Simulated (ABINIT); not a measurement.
# WC (Fm-3m) in ABINIT: settings compared, part 2 of 2

ABINIT 10.8.3 (patched build).

### 3 Single point, revPBE

The input, run.abi:

```
# Pseudopotentials
pp_dirpath "./"
pseudos "W.GGA_PBE-JTH.xml, C.GGA_PBE-JTH.xml"

# Structure
acell 3*1.0
rprim
     0.0000000000     4.1435722378     4.1435722378
     4.1435722378     0.0000000000     4.1435722378
     4.1435722378     4.1435722378     0.0000000000
ntypat 2
znucl 74 6
natom 2
typat 1 2
xred
     0.0000000000     0.0000000000     0.0000000000
     0.5000000000     0.5000000000     0.5000000000

# Plane-wave basis
ecut 23.0
pawecutdg 45.0
pawxcdev 0

# k points
kptopt 1
ngkpt 10 10 10
nshiftk 1
shiftk 0.0 0.0 0.0

# Exchange and correlation
ixc 14

# Bands and occupations
nband 13
occopt 3
tsmear 0.05 eV

# SCF cycle
nstep 100
tolvrs 1.0e-9

# Output
iomode 3
prtwf 0
prtden 0
prteig 0
prtebands 0
enunit 2
```

Potentials or basis: JTH PAW PBE v2.0.

On the command line:

```
$ abinit run.abi > log 2>&1
```

run.abo:

```text
.Version 10.8.3 of ABINIT
 Symmetries : space group Fm -3 m (#225); Bravais cF (face-center cubic)
================================================================================
 Values of the parameters that define the memory need of the present run
     intxc =       0    ionmov =       0      iscf =      17    lmnmax =      18
     lnmax =       6     mgfft =      27  mpssoang =       3    mqgrid =    3001
     natom =       2  nloc_mem =       2    nspden =       1   nspinor =       1
    nsppol =       1      nsym =      48    n1xccc =       1    ntypat =       2
    occopt =       3   xclevel =       2
       mpw =         763          nfft =       19683          nkpt =          47
 PAW method is used; the additional fine FFT grid is defined by:
   mgfftf=        36    nfftf =     46656
================================================================================
================================================================================

--------------------------------------------------------------------------------
------------- Echo of variables that govern the present computation ------------
--------------------------------------------------------------------------------
 -outvars: echo values of preprocessed input variables --------
            acell      1.0000000000E+00  1.0000000000E+00  1.0000000000E+00 Bohr
              amu      1.83850000E+02  1.20110000E+01
             ecut      2.30000000E+01 Hartree
           enunit           2
              ixc          14
         kptrlatt       10    0    0      0   10    0      0    0   10
          kptrlen      5.85989606E+01
            natom           2
            nband          13
            ngfft          27      27      27
          ngfftdg          36      36      36
             nkpt          47
            nstep         100
             nsym          48
           ntypat           2
           occopt           3
        pawecutdg      4.50000000E+01 Hartree
         pawxcdev           0
           prtden           0
        prtebands           0
           prteig           0
            prtwf           0
            rprim      0.0000000000E+00  4.1435722378E+00  4.1435722378E+00
                       4.1435722378E+00  0.0000000000E+00  4.1435722378E+00
                       4.1435722378E+00  4.1435722378E+00  0.0000000000E+00
          spgroup         225
           tolvrs      1.00000000E-09
           tsmear      1.83746611E-03 Hartree
            typat      1  2
           useylm           1
           xangst      0.0000000000E+00  0.0000000000E+00  0.0000000000E+00
[... 170 lines left out ...]
 prteigrs : prtvol=0 or 1, do not print more k-points.

 Fermi (or HOMO) energy (eV) =  11.43760   Average Vxc (eV)= -13.44885
 Eigenvalues (   eV  ) for nkpt=  47  k points:
 kpt#   1, nband= 13, wtk=  0.00100, kpt=  0.0000  0.0000  0.0000 (reduced coord)
 -64.09156  -28.07896  -28.07896  -28.07896   -4.47312    8.63755    8.63755    8.63755
  10.32799   10.32799   10.32799   10.43230   10.43230
 prteigrs : prtvol=0 or 1, do not print more k-points.

--- !EnergyTerms
iteration_state     : {dtset: 1, }
comment             : Components of total free energy in Hartree
kinetic             :  1.01527186635013E+01
hartree             :  1.06004490200738E+01
xc                  : -9.83384967559921E+00
Ewald energy        : -6.60083123949537E+01
psp_core            :  6.50842939588279E+00
local_psp           : -3.04376504422764E+01
PAW spherical_terms :  4.35558577469068E+00
internal            : -7.46626296586806E+01
'-kT*entropy'       : -2.38526167932919E-04
total_energy        : -7.46628681848486E+01
total_energy_eV     : -2.03168014441068E+03
...

--- !EnergyTermsDC
iteration_state     : {dtset: 1, }
comment             : '"Double-counting" decomposition of free energy'
band_energy         : -9.16942326591188E+00
Ewald energy        : -6.60083123949537E+01
psp_core            :  6.50842939588279E+00
xc_dc               : -1.39579768563977E+01
PAW spherical_terms :  7.96465293738748E+00
internal            : -7.46626301839930E+01
'-kT*entropy'       : -2.38526167932919E-04
total_energy_dc     : -7.46628687101609E+01
total_energy_dc_eV  : -2.03168015870516E+03
...

--- !EnergyTermsWithPAWCore
iteration_state     : {dtset: 1, }
comment             : 'Components of total free energy, including PAW core contributions'
Total energy        : -1.61813817735873E+04
Total energy DC     : -1.61813817741126E+04
Total energy (eV)   : -4.40317829434762E+05
Total energy DC (eV): -4.40317829449056E+05
...

 Cartesian components of stress tensor (hartree/bohr^3)
  sigma(1 1)= -6.58508268E-05  sigma(3 2)=  0.00000000E+00
  sigma(2 2)= -6.58508268E-05  sigma(3 1)=  0.00000000E+00
  sigma(3 3)= -6.58508268E-05  sigma(2 1)=  0.00000000E+00

-Cartesian components of stress tensor (GPa)         [Pressure=  1.9374E+00 GPa]
- sigma(1 1)= -1.93739821E+00  sigma(3 2)=  0.00000000E+00
- sigma(2 2)= -1.93739821E+00  sigma(3 1)=  0.00000000E+00
- sigma(3 3)= -1.93739821E+00  sigma(2 1)=  0.00000000E+00

== END DATASET(S) ==============================================================
================================================================================

 -outvars: echo values of variables after computation  --------
            acell      1.0000000000E+00  1.0000000000E+00  1.0000000000E+00 Bohr
           etotal     -7.4662868710E+01
            fcart     -0.0000000000E+00 -0.0000000000E+00 -0.0000000000E+00
                      -0.0000000000E+00 -0.0000000000E+00 -0.0000000000E+00
            rprim      0.0000000000E+00  4.1435722378E+00  4.1435722378E+00
                       4.1435722378E+00  0.0000000000E+00  4.1435722378E+00
                       4.1435722378E+00  4.1435722378E+00  0.0000000000E+00
           strten     -6.5850826770E-05 -6.5850826770E-05 -6.5850826770E-05
                       0.0000000000E+00  0.0000000000E+00  0.0000000000E+00
           xangst      0.0000000000E+00  0.0000000000E+00  0.0000000000E+00
                       2.1926839985E+00  2.1926839985E+00  2.1926839985E+00
             xred      0.0000000000E+00  0.0000000000E+00  0.0000000000E+00
                       5.0000000000E-01  5.0000000000E-01  5.0000000000E-01
 Calculation completed.
```

Run time: 30 s. Hardware: 1 thread of Arm Neoverse V1, shared host; peak memory 0.11 GiB.

What came out:

* Free energy: -2031.6802 eV
* Pressure: 1.9 GPa
* Band gap on the k mesh: none (metal or under the smearing width)
* Valence electrons inside the program's atomic spheres: W 11.78; C 2.49

Levels at points of the mesh, in eV from the Fermi level:
```tsv
k point	band 7	band 8	band 9	band 10	band 11	band 12
(0.00, 0.00, 0.00)	-2.80	-2.80	-1.11	-1.11	-1.11	-1.01
(0.50, 0.00, 0.00)	-6.63	-6.63	1.00	1.00	2.28	4.87
(0.50, 0.50, 0.00)	-5.66	-2.56	-2.56	0.81	2.22	2.22
```

Caveat: the highest band is partly filled, so the run has too few bands; the PAW data sets were made with another functional, which shifts forces and pressure a little. The run has no spin-orbit coupling, so splittings on W are missing.

### 4 Single point, PW91

Edit run.abi of step 3 so:

```diff
@@ -30,3 +30,3 @@
 # Exchange and correlation
-ixc 14
+ixc -109134
```

On the command line:

```
$ abinit run.abi > log 2>&1
```

It took 40 s on 1 thread of Arm Neoverse V1, shared host; peak memory 0.11 GiB.

The run converged. Its results:

```
Free energy                                           : -2036.6550 eV
Pressure                                              : -0.6 GPa
Band gap on the k mesh                                : none (metal or under the smearing width)
Valence electrons inside the program's atomic spheres : W 11.79; C 2.50
```

Levels at points of the mesh, in eV from the Fermi level:
```tsv
k point	band 6	band 7	band 8	band 9	band 10	band 11	band 12	band 13
(0.00, 0.00, 0.00)	-2.79	-2.79	-2.79	-1.10	-1.10	-1.10	-1.01	-1.01
(0.50, 0.00, 0.00)	-9.80	-6.61	-6.61	0.98	0.98	2.26	5.00	8.69
(0.50, 0.50, 0.00)	-5.78	-5.60	-2.53	-2.53	0.80	2.20	2.20	5.37
```

Caveat: the highest band is partly filled, so the run has too few bands; the PAW data sets were made with another functional, which shifts forces and pressure a little. The run has no spin-orbit coupling, so splittings on W are missing.

### 5 Single point, WC

Edit run.abi of step 4 so:

```diff
@@ -30,3 +30,3 @@
 # Exchange and correlation
-ixc -109134
+ixc 23
```

Potentials or basis: JTH PAW PBE v2.0.

On the command line:

```
$ abinit run.abi > log 2>&1
```

run.abo:

```text
.Version 10.8.3 of ABINIT
 Symmetries : space group Fm -3 m (#225); Bravais cF (face-center cubic)
================================================================================
 Values of the parameters that define the memory need of the present run
     intxc =       0    ionmov =       0      iscf =      17    lmnmax =      18
     lnmax =       6     mgfft =      27  mpssoang =       3    mqgrid =    3001
     natom =       2  nloc_mem =       2    nspden =       1   nspinor =       1
    nsppol =       1      nsym =      48    n1xccc =       1    ntypat =       2
    occopt =       3   xclevel =       2
       mpw =         763          nfft =       19683          nkpt =          47
 PAW method is used; the additional fine FFT grid is defined by:
   mgfftf=        36    nfftf =     46656
================================================================================
================================================================================

--------------------------------------------------------------------------------
[... 257 lines left out ...]
- sigma(2 2)=  7.73695772E+00  sigma(3 1)=  0.00000000E+00
- sigma(3 3)=  7.73695772E+00  sigma(2 1)=  0.00000000E+00

== END DATASET(S) ==============================================================
================================================================================

 -outvars: echo values of variables after computation  --------
            acell      1.0000000000E+00  1.0000000000E+00  1.0000000000E+00 Bohr
           etotal     -7.4848435261E+01
            fcart     -0.0000000000E+00 -0.0000000000E+00 -0.0000000000E+00
                      -0.0000000000E+00 -0.0000000000E+00 -0.0000000000E+00
            rprim      0.0000000000E+00  4.1435722378E+00  4.1435722378E+00
                       4.1435722378E+00  0.0000000000E+00  4.1435722378E+00
                       4.1435722378E+00  4.1435722378E+00  0.0000000000E+00
           strten      2.6297384798E-04  2.6297384798E-04  2.6297384798E-04
                       0.0000000000E+00  0.0000000000E+00  0.0000000000E+00
           xangst      0.0000000000E+00  0.0000000000E+00  0.0000000000E+00
                       2.1926839985E+00  2.1926839985E+00  2.1926839985E+00
             xred      0.0000000000E+00  0.0000000000E+00  0.0000000000E+00
                       5.0000000000E-01  5.0000000000E-01  5.0000000000E-01
 Calculation completed.
```

It took 27 s on 1 thread of Arm Neoverse V1, shared host; peak memory 0.11 GiB.

What came out:

```
Free energy                                           : -2036.7297 eV
Pressure                                              : -7.7 GPa
Band gap on the k mesh                                : none (metal or under the smearing width)
Valence electrons inside the program's atomic spheres : W 11.80; C 2.48
```

Levels at points of the mesh, in eV from the Fermi level:
```tsv
k point	band 5	band 6	band 7	band 8	band 9	band 10	band 11	band 12	band 13
(0.00, 0.00, 0.00)	-15.82	-2.81	-2.81	-2.81	-1.07	-1.07	-1.07	-1.02	-1.02
(0.50, 0.00, 0.00)	-11.19	-9.84	-6.62	-6.62	0.99	0.99	2.26	4.94	8.73
(0.50, 0.50, 0.00)	-13.59	-5.82	-5.62	-2.52	-2.52	0.80	2.21	2.21	5.34
```

Caveat: the highest band is partly filled, so the run has too few bands; the PAW data sets were made with another functional, which shifts forces and pressure a little. The run has no spin-orbit coupling, so splittings on W are missing.

### 6 Summary

| level | gap on the mesh (eV) | pressure (GPa) |
| --- | --- | --- |
| SCAN | none | -8.1 |
| revPBE | none | 1.9 |
| PW91 | none | -0.6 |
| WC | none | -7.7 |

Alike in all rows: task single point; potentials or basis JTH PAW PBE v2.0; no spin polarisation; cell as given; k mesh 10 × 10 × 10; cutoff (eV) 626; smearing fermi-dirac 0.05 eV.

Every run on the cell as given and a fine mesh finds a metal. The pressure there spans -8.1 GPa (SCAN) to 1.9 GPa (revPBE); a positive pressure means that this level wants a larger cell, a negative one a smaller.

Caveats: the highest band is partly filled, so the run has too few bands; the PAW data sets were made with another functional, which shifts forces and pressure a little; totals of a meta-GGA on PAW files have another zero than those of a GGA (some runs).

Total energies depend on the potentials used, so only differences within one code and one set of settings carry meaning.
